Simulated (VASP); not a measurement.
A run of VASP 6.6.1 is set up as follows.

Contents of INCAR:

```
PREC = Accurate ; ENCUT = 700
EDIFF = 1E-6 ; ISMEAR = 0
SIGMA = 0.1 ; LREAL = F
LASPH = T ; NELM = 60
ALGO = Fast ; ISIF = 2
LWAVE = F ; LCHARG = F
GGA = PS
```

File KPOINTS:

```
Automatic mesh
0
Gamma
  20 20 20
```

Contents of POSCAR:

```
Os
1.0
   -1.5319200000      1.5319200000      1.5319200000
    1.5319200000     -1.5319200000      1.5319200000
    1.5319200000      1.5319200000     -1.5319200000
Os
1
Direct
    0.0000000000      0.0000000000      0.0000000000
```

Potentials or basis: VASP PAW PBE potentials, release 64 (Os).

Command:

```console
$ cat potpaw_PBE.64/Os/POTCAR > POTCAR
$ mpirun -np 1 vasp_std > vasp.out
```

**Question.** Predict the band gap on the k mesh.

**Answer.** None (metal or under the smearing width).

**Question.** What does it give for the pressure?

**Answer.** 0.2 GPa.

Caveat: the PAW data sets were made with another functional, which shifts forces and pressure a little. Spin-orbit coupling is left out, which matters for the levels of Os.
